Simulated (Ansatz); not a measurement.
Ag, 6 atoms in the cell. The cell holds a slab with vacuum, 6 atoms: a = 2.946 Å, b = 2.946 Å, c = 27.005 Å, α = 90.00°, β = 90.00°, γ = 120.00°.  The cell isn't the ideal one: the (0 0 1) slab of Ag, cut from the database cell, not relaxed.

* Program: Ansatz 0.2.0
* Task: electrostatic potential
* Functional: PBE
* Potentials or basis: Ansatz PAW
* Cutoff: 420 eV (not typed: the program's choice for these potentials)
* k mesh: 10 × 10 × 1
* Occupations: fermi-dirac, width 0.05 eV
* Spin: no spin polarisation
* Boundary along the surface normal: isolated
* Miller: [0, 0, 1]
* Bulk formula: Ag

Potentials or basis: Ansatz PAW.

Command:

```sh
$ ansatz run input.yaml --threads 4 --pin off --max-ram 11264MiB --backend cpu --events-out ev --progress --plain --runs-dir out
```

Hardware: 4 threads of Arm Neoverse V1, on a shared host.

Task: Estimate the wall time of this run.

Result: Run time: 7.7 s on 4 threads of Arm Neoverse V1 (shared host), peak memory 0.91 GiB. Counts: scf iterations 8, plane waves 6903, k points 14, bands 69.
